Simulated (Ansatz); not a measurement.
Computed properties of CdSe (F-43m)

All numbers come from Ansatz 0.2.0. Non-magnetic throughout; all numbers are computed.

The cell is CdSe (F-43m) from a database of computed structures; cell and atoms were relaxed with r2SCAN. The symmetry is F-43m (No. 216, cubic); conventional cell a = 6.136 Å, 28.87 Å³ an atom. Cd is surrounded by 4 Se at 2.66 Å; Se is surrounded by 4 Cd at 2.66 Å.

```cif
data_structure
_symmetry_space_group_name_H-M 'F-43m'
_symmetry_Int_Tables_number 216
_cell_length_a 6.1356
_cell_length_b 6.1356
_cell_length_c 6.1356
_cell_angle_alpha 90.000
_cell_angle_beta 90.000
_cell_angle_gamma 90.000
_cell_volume 230.98
loop_
_atom_site_label
_atom_site_type_symbol
_atom_site_symmetry_multiplicity
_atom_site_Wyckoff_symbol
_atom_site_fract_x
_atom_site_fract_y
_atom_site_fract_z
_atom_site_occupancy
Cd1 Cd 4 a 0.00000 0.00000 0.00000 1
Se1 Se 4 c 0.25000 0.25000 0.25000 1
```

On this one geometry the levels give:
```
       level  k mesh  gap (eV)    kind  edges  least direct gap (eV)
         LDA   8×8×8      0.28  direct      Γ                   0.28
         PBE   8×8×8      0.56  direct      Γ                   0.56
     PBE+SOC   8×8×8      0.44  direct      Γ                   0.44
      r2SCAN   8×8×8      1.04  direct      Γ                   1.04
       HSE06   6×6×6      1.48  direct      Γ                   1.48
   HSE06+SOC   4×4×4      1.36  direct      Γ                   1.36
    DDH-PBE0   6×6×6      1.30  direct      Γ                   1.30
        PBE0   6×6×6      2.08  direct      Γ                   2.08
     r2SCAN0   6×6×6      2.37  direct      Γ                   2.37
Hartree-Fock   6×6×6      7.50  direct      Γ                   7.50
```
PBE, PBE+SOC, HSE06+SOC: smearing of 0.02 eV; the others have fixed occupations.
Wave cutoffs: 420 eV, 500 eV (r2SCAN, r2SCAN0).

The HSE06 gap is direct at Γ: 1.48 eV. Spin-orbit coupling changes the PBE gap by -0.12 eV, to 0.44 eV; at Γ the threefold valence level splits into a fourfold and a twofold level 0.36 eV apart, the fourfold one on top.

r2SCAN covers 52 % of the step from PBE to HSE06. Among these functionals the gap stays direct.

r2SCAN (ground state on 6×6×6): The clamped-ion dielectric constant comes out as 6.57 in all directions. Born charges, averaged over directions: Cd +2.26, Se -2.26 e. PBE (ground state on 6×6×6): ε∞: 7.90 in all directions. Born charges, averaged over directions: Cd +2.28, Se -2.28 e.

On the PBEsol cell (a = 6.082 Å), with PBEsol: The optical mode at Γ lies at 166 cm⁻¹ without the longitudinal term. With the long-range field the highest mode reaches 198 cm⁻¹. By the program's warning the force constants, and with them frequencies and ε⁰, aren't converged on this mesh. The electronic dielectric tensor ε∞ is 8.25 in all directions. With the ions relaxed, ε⁰ is 11.7 in all directions. Born charges, averaged over directions: Cd +2.24, Se -2.24 e.

Only the levels marked +SOC include spin-orbit coupling.

The meshes of the hybrids are coarse, so their gaps aren't converged to the digits shown.
